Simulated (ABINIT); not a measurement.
Runs of ABINIT 10.8.3 (patched build) on CdS (Hawleyite). It takes space group F-43m (No. 216, cubic). The conventional cell has a = 5.833 Å, b = 5.833 Å, c = 5.833 Å, α = 90.00°, β = 90.00°, γ = 90.00°. Cd (site symmetry -43m) has 4 S at 2.53 Å as nearest neighbours. S (site symmetry -43m) is surrounded by 4 Cd at 2.53 Å. 

```tsv
level	potentials or basis	k mesh	cutoff (eV)	smearing	most SCF steps	dielectric constant that sets the share	share of exact exchange	fine-grid cutoff	mesh quality	gap on the mesh (eV)	pressure (GPa)
r2SCAN	Ansatz NC r2SCAN	8 × 8 × 8	1578	fermi-dirac 0.05 eV	-	-	-	-	not flagged	(c)	1.4
PBE-EpsX	SPMS NC PBE v1.0	3 × 3 × 3	599	fixed	60	6.13051	-	-	coarse	2.25	(a)
PBE0	SG15 NC PBE v1.2	3 × 3 × 3	599	fermi-dirac 0.05 eV	60	-	0.05	-	coarse	1.44	3.3
r2SCAN	PseudoDojo NC SR PBE v0.4.1 standard	8 × 8 × 8	1742	fermi-dirac 0.05 eV	-	-	-	-	not flagged	1.47	(d)
PBE0	SG15 NC PBE v1.2	3 × 3 × 3	599	fermi-dirac 0.05 eV	60	-	0.5	-	coarse	4.62	0.1
PBE0	SG15 NC PBE v1.2	3 × 3 × 3	599	fermi-dirac 0.05 eV	60	-	0.25	-	coarse	2.83	1.8
r2SCAN	Ansatz PAW PBE default generated set, frozen core	8 × 8 × 8	490	fermi-dirac 0.05 eV	-	-	-	979.61 eV	not flagged	(b)	1.4
r2SCAN	SG15 NC PBE v1.2	8 × 8 × 8	980	fermi-dirac 0.05 eV	-	-	-	-	not flagged	1.44	1.4
```

Alike in all rows: task single point; no spin polarisation; cell as given.

**Question.** Estimate the missing entries.

**Answer.** (a) 2.5; (b) 1.59; (c) 1.60; (d) 1.0.

Caveats: some runs use coarse meshes; the potentials were made for another functional, which shifts forces and pressure (some runs); exact exchange is summed on a coarse mesh, which widens gaps by tenths of an eV (some runs); a meta-GGA on potentials with a model core is unreliable (some runs); the PAW data sets were made with another functional, which shifts forces and pressure a little (some runs); the atomic spheres overlap (some runs).

A k mesh can miss the band edges, and the runs leave out spin-orbit coupling on Cd.

Runs at the PBE level aren't shown here.
